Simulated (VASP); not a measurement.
# MoS2 (R3m) in VASP: a series of runs, part 2 of 2

VASP 6.6.1. Earlier steps stand in the parts before.

## 3. Single point, PBE, collinear spin, zero start

Input file INCAR:

```
PREC     = Accurate       # precision mode
ENCUT    = 520            # plane-wave cutoff, eV
EDIFF    = 1E-6           # SCF threshold, eV
ISMEAR   = 0              # smearing method
SIGMA    = 0.05           # smearing width, eV
LREAL    = False          # projectors in reciprocal space
LASPH    = True           # aspherical terms in the spheres
NELM     = 150            # most SCF steps
ALGO     = Fast           # electronic algorithm
ISIF     = 2              # what is computed and relaxed
LWAVE    = False          # write WAVECAR
LCHARG   = False          # write CHGCAR
ISPIN    = 2              # spin polarisation
MAGMOM   = 0 0 0          # initial moments
LORBIT   = 11             # projections on sites
LMAXMIX  = 4              # l up to which the mixer works
GGA      = PE             # functional
NBANDS   = 24             # bands
```

Input file KPOINTS:

```
regular mesh
0
Gamma
  7 7 7
```

Input file POSCAR:

```
MoS2
1.0
    1.5814998900      0.9130793900      6.1233282100
   -1.5814998900      0.9130793900      6.1233282100
    0.0000000000     -1.8261587800      6.1233282100
Mo S
1 2
Direct
    0.0000000000      0.0000000000      0.0000000000
    0.7484000000      0.7484000000      0.7484000000
    0.5849000000      0.5849000000      0.5849000000
```

Potentials or basis: VASP PAW PBE potentials, release 64 (Mo_sv, S).

Run with:

```console
$ cat potpaw_PBE.64/Mo_sv/POTCAR potpaw_PBE.64/S/POTCAR > POTCAR
$ mpirun -np 1 vasp_std > vasp.out
```

OUTCAR:

```text
PREC = Accurate
   ENCUT = 520
   EDIFF = 1E-6
   ISMEAR = 0
   LREAL = False
   LASPH = True
   NELM = 150
   ISIF = 2
   ISPIN = 2
   LORBIT = 11
   GGA = PE

 ion  position               nearest neighbor table
   1  0.000  0.000  0.000-   2 2.36   2 2.36   2 2.36   3 2.36   3 2.36   3 2.36
   2  0.748  0.748  0.748-   1 2.36   1 2.36   1 2.36
   3  0.585  0.585  0.585-   1 2.36   1 2.36   1 2.36

  LATTYP: Found a trigonal (rhomboedric) cell.
 ALAT       =     6.3898360106
 COS(alpha) =     0.8774851015

  Lattice vectors:

 A1 = (   1.5814998900,   0.9130793900,   6.1233282100)
 A2 = (  -1.5814998900,   0.9130793900,   6.1233282100)
 A3 = (   0.0000000000,  -1.8261587800,   6.1233282100)

Analysis of symmetry for initial positions (statically):
=====================================================================
 Subroutine PRICEL returns:
 Original cell was already a primitive cell.

 Routine SETGRP: Setting up the symmetry group for a
 trigonal (rhombohedral) supercell.

 Subroutine GETGRP returns: Found  6 space group operations
 (whereof  6 operations were pure point group operations)
 out of a pool of 12 trial point group operations.

The static configuration has the point symmetry C_3v.

Analysis of symmetry for dynamics (positions and initial velocities):
=====================================================================
 Subroutine PRICEL returns:
 Original cell was already a primitive cell.

 Routine SETGRP: Setting up the symmetry group for a
 trigonal (rhombohedral) supercell.

 Subroutine GETGRP returns: Found  6 space group operations
 (whereof  6 operations were pure point group operations)
 out of a pool of 12 trial point group operations.

The dynamic configuration has the point symmetry C_3v.

Analysis of structural, dynamic, and magnetic symmetry:
=====================================================================
 Subroutine PRICEL returns:
 Original cell was already a primitive cell.

 Routine SETGRP: Setting up the symmetry group for a
 trigonal (rhombohedral) supercell.

 Subroutine GETGRP returns: Found  6 space group operations
 (whereof  6 operations were pure point group operations)
 out of a pool of 12 trial point group operations.

The overall configuration has the point symmetry C_3v.

 Subroutine INISYM returns: Found  6 space group operations
 (whereof  6 operations are pure point group operations),
 and found     1 'primitive' translations

----------------------------------------------------------------------------------------

                                     Primitive cell

  volume of cell :      53.0538

  direct lattice vectors                    reciprocal lattice vectors
     1.581499890  0.913079390  6.123328210     0.316155571  0.182532503  0.054436627
    -1.581499890  0.913079390  6.123328210    -0.316155571  0.182532503  0.054436627
     0.000000000 -1.826158780  6.123328210     0.000000000 -0.365065006  0.054436627

  length of vectors
     6.389836011  6.389836011  6.389836012     0.369101349  0.369101349  0.369101348

  position of ions in fractional coordinates (direct lattice)
     0.000000000  0.000000000  0.000000000
     0.748400000  0.748400000  0.748400000
     0.584900000  0.584900000  0.584900000
[... 70 lines left out ...]
   ISTART =      0    job   : 0-new  1-cont  2-samecut
   ICHARG =      2    charge: 1-file 2-atom 10-const
   ISPIN  =      2    spin polarized calculation?
   LNONCOLLINEAR =      F non collinear calculations
   LSORBIT =      F    spin-orbit coupling
   LASPH  =      T    aspherical Exc in radial PAW
   ENCUT  =  520.0 eV  38.22 Ry    6.18 a.u.  11.88 11.88 11.88*2*pi/ulx,y,z
   NELM   =    150;   NELMIN=  2; NELMDL= -5     # of ELM steps
   EDIFF  = 0.1E-05   stopping-criterion for ELM
   LREAL  =      F    real-space projection
   EDIFFG = 0.1E-04   stopping-criterion for IOM
   NSW    =      0    number of steps for IOM
   IBRION =     -1    ionic relax: 0-MD 1-quasi-New 2-CG
   NFREE  =      0    steps in history (QN), initial steepest desc. (CG)
   ISIF   =      2    stress and relaxation
   ISYM   =      2    0-nonsym 1-usesym 2-fastsym
   POTIM  = 0.5000    time-step for ionic-motion
   TEBEG  =    0.0;   TEEND  =   0.0 temperature during run
   PSTRESS=    0.0 pullay stress
   NELECT =      26.0000    total number of electrons
   NUPDOWN=      -1.0000    fix difference up-down
   EMIN   =  10.00;   EMAX   =-10.00  energy-range for DOS
   EFERMI =   0.00;   METHOD = LEGACY
   ISMEAR =     0;   SIGMA  =   0.05  broadening in eV -4-tet -1-fermi 0-gaus
   EFERMI_NEDOS =   21; number of points for ismear=-14 and -15
   IALGO  =     68    algorithm
   IMIX   =      4    mixing-type and parameters
     AMIX     =   0.40;   BMIX     =  1.00
     AMIX_MAG =   1.60;   BMIX_MAG =  1.00
  volume/ion in A,a.u.               =      17.68       119.34
  Fermi-wavevector in a.u.,A,eV,Ry     =   1.290705  2.439079 22.666222  1.665920
  Thomas-Fermi vector in A             =   2.422520
   LORBIT       =     11    0 simple, 1 ext, 2 COOP (PROOUT), +10 PAW based schemes
   GGA     = PE    functional components
   LHFCALC =     F    Hartree Fock is set to
   AEXX    =    0.0000 exact exchange contribution
   IVDW    =     0    specifies the selected vdW correction
   LEPSILON=     F    determine dielectric tensor
   LRPA    =     F    only Hartree local field effects (RPA)
 spin polarized calculation
 RMM-DIIS sequential band-by-band and
 Gauss-broadening in eV      SIGMA  =   0.05
  energy-cutoff  :      520.00
  volume of cell :       53.05
 maximum number of plane-waves:      1438
   NGX = 23   NGY = 23   NGZ = 23

 number of electron      26.0000001 magnetization      -0.0000000

 number of electron      26.0000001 magnetization       0.0000000

 Free energy of the ion-electron system (eV)
  ---------------------------------------------------
  ext. energy  EPLUGINS =         0.00000000
  ---------------------------------------------------
  free energy    TOTEN  =       -21.72360624 eV

  energy without entropy =      -21.72360624  energy(sigma->0) =      -21.72360624

 E-fermi :   8.1458     XC(G=0): -10.7966

 val. band max:        7.7928819961   @ k =   0.4286   0.4286   0.4286
 cond. band min:       8.7540419357   @ k =  -0.2857   0.2857   0.0000
 fundamental gap:      0.9611599397
 Fermi energy:         8.1457776133

 spin component 1

 k-point     1 :       0.0000    0.0000    0.0000
  band No.  band energies     occupation
      1     -53.8766      1.00000
      2     -28.0511      1.00000
      3     -27.8387      1.00000
      4     -27.8387      1.00000
      5      -7.5420      1.00000
      6      -5.7063      1.00000
[... 637 lines left out ...]
     23      18.9737      0.00000
     24      19.7929      0.00000

 [... further k-points ...]

 spin component 2

 k-point     1 :       0.0000    0.0000    0.0000
  band No.  band energies     occupation
      1     -53.8766      1.00000
      2     -28.0511      1.00000
      3     -27.8387      1.00000
      4     -27.8387      1.00000
      5      -7.5420      1.00000
      6      -5.7063      1.00000
[... 637 lines left out ...]
     23      18.9737      0.00000
     24      19.7933      0.00000

 [... further k-points ...]
[... 5 lines left out ...]
  --------------------------------------------------------------------------------------
  -------------------------------------------------------------------------------------
  Total        2.2491816      2.2491816      4.5394947      0.0000000      0.0000000      0.0000000
  in kB       67.9232745     67.9232750    137.0886821      0.0000000      0.0000000      0.0000000
  external PRESSURE =      90.9784105 kB  Pullay stress =       0.0000000 kB

 VOLUME and BASIS-vectors are now :
 -----------------------------------------------------------------------------
  energy-cutoff  :      520.00
  volume of cell :       53.05
      direct lattice vectors                 reciprocal lattice vectors
     1.581499890  0.913079390  6.123328210     0.316155571  0.182532503  0.054436627
    -1.581499890  0.913079390  6.123328210    -0.316155571  0.182532503  0.054436627
     0.000000000 -1.826158780  6.123328210     0.000000000 -0.365065006  0.054436627

 POSITION                                       TOTAL-FORCE (eV/Angst)
 -----------------------------------------------------------------------------------
      0.00000      0.00000      0.00000         0.000000      0.000000     -0.002811
      0.00000      0.00000     13.74810         0.000000     -0.000000      1.271746
      0.00000      0.00000     10.74460         0.000000      0.000000     -1.268936
 -----------------------------------------------------------------------------------
    total drift:                                0.000000     -0.000000     -0.000023

  FREE ENERGIE OF THE ION-ELECTRON SYSTEM (eV)
  ---------------------------------------------------
  free  energy   TOTEN  =       -21.7236062442 eV

  energy  without entropy=      -21.7236062442  energy(sigma->0) =      -21.72360624

 total charge

# of ion       s       p       d       tot
------------------------------------------
    1        2.306   6.241   4.030  12.577
    2        1.364   2.369   0.000   3.732
    3        1.364   2.368   0.000   3.732
--------------------------------------------------
tot          5.033  10.978   4.030  20.041

 magnetization (x)

# of ion       s       p       d       tot
------------------------------------------
    1       -0.000   0.000  -0.000  -0.000
    2       -0.000   0.000   0.000  -0.000
    3       -0.000  -0.000   0.000  -0.000
--------------------------------------------------
tot         -0.000   0.000  -0.000  -0.000
```

Run time: 4.1 min. Hardware: 1 thread of Intel Xeon 6975P-C (Granite Rapids), shared host; peak memory 0.44 GiB.

Results:

```
Free energy                                           : -21.7236 eV
Pressure                                              : 9.1 GPa
Largest force                                         : 1.272 eV/Å
Band gap on the k mesh                                : 0.96 eV, indirect (least direct gap 2.01 eV)
Net moment                                            : 0.00 μB per cell
Valence electrons inside the program's atomic spheres : Mo 12.58; S 3.73
```

Forces in eV/Å, atoms in the order of the input:
```
Mo   0.000  0.000 -0.003
S    0.000  0.000  1.272
S    0.000  0.000 -1.269
```

Caveat: an odd mesh through Γ misses points on the zone boundary, where band edges often lie; forces of over 1 eV/Å show positions far from the minimum, so gaps and moduli don't describe the material at rest.
